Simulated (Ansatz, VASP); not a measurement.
# One calculation of TiPt3, two programs

Contents of INCAR:

```
SYSTEM = TiPt3
PREC     = Accurate       ! precision mode
ENCUT    = 520            ! plane-wave cutoff, eV
EDIFF    = 1E-8           ! SCF threshold, eV
ISMEAR   = -1             ! smearing method
SIGMA    = 0.05           ! smearing width, eV
LREAL    = .FALSE.        ! projectors in reciprocal space
LASPH    = .TRUE.         ! aspherical terms in the spheres
NELM     = 100            ! most SCF steps
ALGO     = Normal         ! electronic algorithm
ISIF     = 2              ! what is computed and relaxed
LWAVE    = .FALSE.        ! write WAVECAR
LCHARG   = .FALSE.        ! write CHGCAR
GGA      = PE             ! functional
LEFG     = .TRUE.       
NBANDS   = 29             ! bands
```

The input KPOINTS:

```
regular mesh
0
G
  9 9 9
  0 0 0
```

File POSCAR:

```
TiPt3
1.0
    3.8970000000      0.0000000000      0.0000000000
    0.0000000000      3.8970000000      0.0000000000
    0.0000000000      0.0000000000      3.8970000000
Ti Pt
1 3
Direct
    0.0000000000      0.0000000000      0.0000000000
    0.0000000000      0.5000000000      0.5000000000
    0.5000000000      0.0000000000      0.5000000000
    0.5000000000      0.5000000000      0.0000000000
```

Input for Ansatz:

```yaml
crystal:
  lattice:
    - [3.897, 0.0, 0.0]
    - [0.0, 3.897, 0.0]
    - [0.0, 0.0, 3.897]
  atoms:
    - { symbol: Ti, position: [0.0, 0.0, 0.0] }
    - { symbol: Pt, position: [0.0, 0.5, 0.5] }
    - { symbol: Pt, position: [0.5, 0.0, 0.5] }
    - { symbol: Pt, position: [0.5, 0.5, 0.0] }
kpoints:
  mp_grid: { grid: [9, 9, 9] }
  band_path:
    path:
      - [0.0, 0.0, 0.0]
      - [0.0, 0.5, 0.0]
      - [0.5, 0.5, 0.0]
      - [0.0, 0.0, 0.0]
      - [0.5, 0.5, 0.5]
      - [0.0, 0.5, 0.0]
      - [0.5, 0.5, 0.5]
      - [0.5, 0.5, 0.0]
    npoints: 8
scf:
  occupations: { method: fermi_dirac, width: 0.05 }
hamiltonian:
  xc: pbe
  pseudopotentials: { kind: paw }
output:
  forces: true
  stress: true
  eigenvalues: true
  efg: { contact_densities: true }
  populations: true
  bader: true
  dos: { projected: true, de: 0.2, e_range: [-14, 8] }
```

Alike in both runs: task electric field gradients; functional PBE; k mesh 9 × 9 × 9; occupations fermi-dirac, width 0.05 eV; no spin polarisation.

|  | VASP | Ansatz |
| --- | --- | --- |
| version | VASP 6.6.1 | Ansatz 0.2.0 |
| potentials or method | VASP PAW PBE potentials, release 64 (Ti_sv, Pt) | PAW with Ansatz's default frozen-core files, scalar-relativistic |
| plane-wave cutoff (eV) | 520 | 420 |
| valence electrons in the cell | 42 | 66 |

Ansatz gave:

| Property | Result |
| --- | --- |
| pressure (GPa) | 10.1 |
| Vzz of the field gradient on the site that differs most (V/Å²) | -78.6 |

Q: What did VASP give for the same quantities?

A: Pressure (GPa): 9.8; Vzz of the field gradient on the site that differs most (V/Å²): -67.2.

The two sets of potentials don't hold the same shells in valence. Ansatz warned: «gradients_without_spin_orbit».

The runs have no spin-orbit coupling, so splittings on Pt are missing.
